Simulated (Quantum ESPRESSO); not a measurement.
TaN:

```
Ta N
1.0
     0.00000    2.21132    2.21132
     2.21132    0.00000    2.21132
     2.21132    2.21132    0.00000
Ta N
1 1
Direct
  0.50000 0.50000 0.50000
  0.00000 0.00000 0.00000
```

The cell comes from a database or a generator and needn't be the stable form of this composition.

Base run:

```yaml
Program: Quantum ESPRESSO 7.5
Functional: RPBE
Potentials_or_basis: SG15 PBE 1.2
Cutoff: 1197 eV
Density_cutoff: 4789 eV
k_mesh: 10 × 10 × 10
Occupations: fermi-dirac, width 0.05 eV
Spin: no spin polarisation
```

Its results: band gap on the k mesh none (metal or under the smearing width); pressure 6.5 GPa.

Q: After a change of settings the same cell gave: band gap on the k mesh none (metal or under the smearing width); pressure -22.1 GPa. Which change was it?
A. functional from RPBE to LDA
B. functional from RPBE to r2SCAN; k mesh from 10 × 10 × 10 to 8 × 8 × 8
C. functional from RPBE to PW91
D. functional from RPBE to SCAN; k mesh from 10 × 10 × 10 to 8 × 8 × 8

A: A.

LDA binds more tightly than RPBE, so the same cell stands under less pressure.

Caveats: the potentials were made for another functional, which shifts forces and pressure; spin-orbit coupling is left out, which moves the levels of the heavy elements.
